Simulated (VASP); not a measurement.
Runs of VASP 6.6.1 on AlN. Symmetry: F-43m, No. 216, cubic system. Conventional cell: a = 4.377 Å, b = 4.377 Å, c = 4.377 Å, α = 90.00°, β = 90.00°, γ = 90.00°. Al (site symmetry -43m) has 4 N at 1.90 Å as nearest neighbours. N (site symmetry -43m) has 4 Al at 1.90 Å as nearest neighbours. Measurements of this composition are mostly on another form, of space group No. 186.

| level | potentials or basis | k mesh | cutoff (eV) | smearing | gap on the mesh (eV) | pressure (GPa) |
| --- | --- | --- | --- | --- | --- | --- |
| PBEsol | VASP PAW PBE potentials, release 64 (Al, N) | 10 × 10 × 10 | 520 | gaussian 0.5 eV | 3.18 | 0.1 |
| PBEsol | VASP PAW PBE potentials, release 64 (Al, N) | 10 × 10 × 10 | 700 | gaussian 0.02 eV | 3.19 | 0.1 |
| PBEsol | VASP PAW PBE potentials, release 64 (Al, N) | 14 × 14 × 14 | 520 | gaussian 0.02 eV | 3.18 | 0.1 |
| r2SCAN | VASP PAW PBE potentials, release 64 (Al, N) | 10 × 10 × 10 | 520 | gaussian 0.02 eV | (a) | -1.4 |
| PBEsol | VASP PAW PBE potentials, release 64 (Al, N_h) | 10 × 10 × 10 | 900 | gaussian 0.02 eV | 3.19 | 0.1 |

Alike in all rows: task single point; no spin polarisation; cell as given.

Fill in the values left out.

(a) 3.93.

Caveats: the PAW data sets were made with another functional, which shifts forces and pressure a little; the cutoff is under 1.25 times the usual one of these potentials, so pressure, stress and relaxed cells hold a basis-set (Pulay) error (some runs).

A k mesh can miss the band edges.

Not every run made on this cell is shown here.
